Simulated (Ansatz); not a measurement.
The system is TiO2 (Anatase).

```
Ti O
1.0
    -1.89210    1.89210    4.75730
     1.89210   -1.89210    4.75730
     1.89210    1.89210   -4.75730
Ti O
2 4
Direct
  0.75000 0.25000 0.50000
  0.00000 0.00000 0.00000
  0.79190 0.79190 0.00000
  0.54190 0.04190 0.50000
  0.95810 0.45810 0.50000
  0.20810 0.20810 0.00000
```

| Property | Result |
| --- | --- |
| Program | Ansatz 0.2.0 |
| Task | relaxation of cell and atoms |
| Functional | PBE |
| Potentials or basis | Ansatz PAW |
| Cutoff | 420 eV (not typed: the program's choice for these potentials) |
| k mesh | 10 × 10 × 10 |
| Occupations | fermi-dirac, width 0.05 eV |
| Spin | no spin polarisation |

At the start: volume 11.35 Å³/atom.

Task: Where does the relaxation end?

Result: It ends after 7 steps and the volume is 11.66 Å³/atom (+2.7 %); space group I4_1/amd (No. 141, to 0.05 Å).

Step by step:
```
step  energy change (eV)  largest force (eV/Å)  volume (Å³)
   1              0.0000                0.1020        68.13
   2             -0.0193                0.0324        69.32
   3             -0.0200                0.0059        69.85
   4             -0.0202                0.0028        69.88
   5             -0.0290                0.0025        69.88
   6             -0.0287                0.0005        69.98
   7             -0.0291                0.0005        69.98
```

Final structure:
```
CELL_PARAMETERS angstrom
-1.89961 1.89961 4.84851
1.89961 -1.89961 4.84851
1.89961 1.89961 -4.84851
ATOMIC_POSITIONS crystal
Ti 0.75000 0.25000 0.50000
Ti 0.00000 0.00000 0.00000
O 0.79350 0.79350 0.00000
O 0.54350 0.04350 0.50000
O 0.95650 0.45650 0.50000
O 0.20650 0.20650 0.00000
```

Caveat: the plane-wave basis is chosen anew once the cell has moved, so the energies of steps on either side of that aren't comparable; the pressure holds a Pulay correction of +0.7 GPa for the finite cutoff.
